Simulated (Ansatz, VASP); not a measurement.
**GaP in VASP and in Ansatz**

```
CELL_PARAMETERS angstrom
0.00000 2.72581 2.72581
2.72581 0.00000 2.72581
2.72581 2.72581 0.00000
ATOMIC_POSITIONS crystal
Ga 0.00000 0.00000 0.00000
P 0.75000 0.75000 0.75000
```

Alike in both runs: functional r2SCAN; k mesh 8 × 8 × 8; occupations gaussian, width 0.02 eV; no spin polarisation.

Ansatz relaxed the structure, and its values are those at the end. VASP's run is a single point on that final structure, the one shown.

|  | VASP | Ansatz |
| --- | --- | --- |
| version | VASP 6.6.1 | Ansatz 0.2.0 |
| potentials or method | VASP PAW PBE potentials, release 64 (Ga_d, P) | scalar-relativistic, plane waves, PAW |
| plane-wave cutoff (eV) | 520 | 500 |
| valence electrons in the cell | 18 | 18 |

VASP gave:

- gap on the k mesh at the Fermi level (eV): 1.90
- least direct gap on the mesh (eV): 2.34
- pressure (GPa): -0.1

Problem. Estimate Ansatz's values.

Solution. gap on the k mesh at the Fermi level (eV): 1.90; least direct gap on the mesh (eV): 2.36; pressure (GPa): 0.0.

Caveats: the PAW data sets were made with another functional, which shifts forces and pressure a little (VASP). r2SCAN opens gaps a little over a GGA but as a rule still falls short of measured ones. A k mesh can miss the band edges.
